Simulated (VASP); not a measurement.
# SiC: forms and solvers of the BSE on one G0W0 step

SiC, F-43m (no. 216), 2 atoms in the cell. PBE, G0W0 and BSE; PAW potentials Si_GW, C_GW (PBE set).

GW step before the BSE: G0W0.

## Input

INCAR.step1:
```
EDIFF = 1E-8 ; ENCUT = 420
ISMEAR = 0 ; KPAR = 4
LASPH = True ; LCHARG = False
LWAVE = True ; PREC = Accurate
SIGMA = 0.02
```

INCAR.step2, as INCAR.step1 but for:
```
- EDIFF = 1E-8
+ ALGO = Exact
+ EDIFF = 1E-7
+ ISTART = 1
+ LOPTICS = True
+ NBANDS = 64
+ NEDOS = 2000
+ NELM = 1
```

INCAR.step3:
```
ALGO = EVGW0 ; ENCUT = 420
ENCUTGW = 120 ; ISMEAR = 0
ISTART = 1 ; KPAR = 4
LASPH = True ; LCHARG = False
LWAVE = True ; NBANDS = 64
NBANDSGW = 20 ; NELMGW = 1
NOMEGA = 48 ; PREC = Accurate
PRECFOCK = Fast ; SIGMA = 0.02
```

INCAR.step4:
```
ALGO = BSE ; ANTIRES = 0
CSHIFT = 0.15 ; ENCUT = 420
ENCUTGW = 120 ; IBSE = 2
ISMEAR = 0 ; ISTART = 1
KPAR = 4 ; LASPH = True
LCHARG = False ; LWAVE = False
NBANDS = 64 ; NBANDSO = 4
NBANDSV = 4 ; NBSEEIG = 4
NOMEGA = 1000 ; OMEGAMAX = 25
PREC = Accurate ; PRECFOCK = Fast
SIGMA = 0.02
```

INCAR.step5, as INCAR.step4 but for:
```
- ANTIRES = 0
+ ANTIRES = 1
```

INCAR.step6 changes the same tag again: ANTIRES = 2.

INCAR.step7, as INCAR.step6 but for:
```
- ANTIRES = 2
+ ANTIRES = 0
+ LADDER = False
+ LHARTREE = False
```

INCAR.step8, as INCAR.step7 but for:
```
- ANTIRES = 0
- LHARTREE = False
+ ANTIRES = 2
```

INCAR.step9, as INCAR.step8 but for:
```
- ANTIRES = 2
- LADDER = False
+ ANTIRES = 0
+ LTRIPLET = True
```

INCAR.step10, as INCAR.step9 but for:
```
- IBSE = 2
- LTRIPLET = True
+ BSEPREC = High
+ IBSE = 3
```

INCAR.step11, as INCAR.step10 but for:
```
- BSEPREC = High
- IBSE = 3
+ IBSE = 1
```

INCAR.step12, as INCAR.step11 but for:
```
- IBSE = 1
+ IBSE = 2
+ SCISSOR = 0.3
```

INCAR.step13, as INCAR.step12 but for:
```
- NBANDSO = 4
- NBANDSV = 4
- SCISSOR = 0.3
+ NBANDSO = 1
+ NBANDSV = 1
```

INCAR.step14, as INCAR.step13 but for:
```
- NBANDSO = 1
- NBANDSV = 1
+ NBANDSO = 4
+ NBANDSV = 4
+ NBSEBLOCKO = 2
+ NBSEBLOCKV = 2
```

INCAR.step15, as INCAR.step14 but for:
```
- IBSE = 2
- KPAR = 4
- NBSEBLOCKO = 2
- NBSEBLOCKV = 2
- NBSEEIG = 4
+ BSEHOLE = 0.04 0.03 0.02
+ IBSE = 0
+ NBSEEIG = 3
```

INCAR.step16, as INCAR.step15 but for:
```
- BSEHOLE = 0.04 0.03 0.02
+ BSEELECTRON = 0.04 0.03 0.02
```

KPOINTS:
```
k-points
0
Gamma
  5 5 5
```

POSCAR:
```
SiC
1.0
    0.0000000000      2.1790000000      2.1790000000
    2.1790000000      0.0000000000      2.1790000000
    2.1790000000      2.1790000000      0.0000000000
Si C
1 1
Direct
    0.0000000000      0.0000000000      0.0000000000
    0.7500000000      0.7500000000      0.7500000000
```

Commands (each step's output is kept before the next begins):
```
cat potpaw_PBE.64/Si_GW/POTCAR potpaw_PBE.64/C_GW/POTCAR > POTCAR
cp INCAR.step1 INCAR
mpirun -np 4 vasp_std > vasp.out
cp INCAR.step2 INCAR
mpirun -np 4 vasp_std > vasp.out
cp INCAR.step3 INCAR
mpirun -np 4 vasp_std > vasp.out
cp INCAR.step4 INCAR
mpirun -np 4 vasp_std > vasp.out
cp INCAR.step5 INCAR
mpirun -np 4 vasp_std > vasp.out
cp INCAR.step6 INCAR
mpirun -np 4 vasp_std > vasp.out
cp INCAR.step7 INCAR
mpirun -np 4 vasp_std > vasp.out
cp INCAR.step8 INCAR
mpirun -np 4 vasp_std > vasp.out
cp INCAR.step9 INCAR
mpirun -np 4 vasp_std > vasp.out
cp INCAR.step10 INCAR
mpirun -np 4 vasp_std > vasp.out
cp INCAR.step11 INCAR
mpirun -np 4 vasp_std > vasp.out
cp INCAR.step12 INCAR
mpirun -np 4 vasp_std > vasp.out
cp INCAR.step13 INCAR
mpirun -np 4 vasp_std > vasp.out
cp INCAR.step14 INCAR
mpirun -np 4 vasp_std > vasp.out
cp INCAR.step15 INCAR
mpirun -np 1 vasp_std > vasp.out
cp INCAR.step16 INCAR
mpirun -np 1 vasp_std > vasp.out
rm WFULL*.tmp
cp INCAR.step4 INCAR
mpirun -np 4 vasp_std > vasp.out
```

## Result

- Direct quasiparticle gap on the mesh (eV): 5.79
- Direct Kohn-Sham gap on the mesh (eV): 4.78

One ground state, settings moved in the last step alone:

| Settings | ε at zero frequency | First excitation (eV) | First bright (eV) | Time (s) |
|---|---|---|---|---|
| BSE, Tamm-Dancoff | 8.15 | 5.336 | 5.356 | 8 |
| BSE, ANTIRES 1 | 7.95 | 5.338 | 5.379 | 11 |
| BSE, ANTIRES 2 | 7.95 | 5.336 | 5.355 | 16 |
| independent quasiparticles | 7.18 | 5.787 | 5.787 | 4 |
| RPA on quasiparticles, ANTIRES 2 | 6.73 | 5.787 | 5.788 | 11 |
| triplet | – | 5.303 | – | 5 |
| Lanczos (IBSE 3) | 8.15 | – | – | 7 |
| time evolution (IBSE 1) | 8.13 | – | – | 13 |
| scissor of 0.3 eV on top | 7.85 | 5.636 | 5.656 | 8 |
| one valence and one conduction band | 4.70 | 5.379 | 5.379 | 2 |
| matrix set up in blocks of bands | 8.15 | 5.336 | 5.356 | 26 |
| old driver (IBSE 0) with the exciton's density | 8.15 | 5.336 | 5.356 | 26 |
| electron held instead of the hole | 8.15 | 5.336 | 5.356 | 25 |
| diagonal screening alone | 8.17 | 5.341 | 5.351 | 9 |

Make-up of the lowest excitation, one of several of nearly equal energy, so its shares depend on the choice among them:

| k point | From band | To band | Share |
|---|---|---|---|
| 0.400 0.400 0.000 | 3 | 5 | 0.17 |
| -0.400 -0.400 0.000 | 4 | 5 | 0.17 |
| 0.400 0.000 0.400 | 3 | 5 | 0.15 |
| -0.400 0.000 -0.400 | 4 | 5 | 0.15 |
| 0.000 0.400 0.400 | 3 | 5 | 0.15 |
| 0.000 -0.400 -0.400 | 4 | 5 | 0.15 |

Limits: The 5×5×5 mesh is coarse for a spectrum: peaks stand apart that a denser mesh merges; bands, mesh and cutoff of the G0W0 step are small, so absolute energies aren't converged; the pairs hold 4 valence and 4 conduction bands, and what lies beyond is missing from ε.

VASP 6.6.1 took 191 s on 4 cores (AMD EPYC 9R45 (Zen 5)), a shared host.
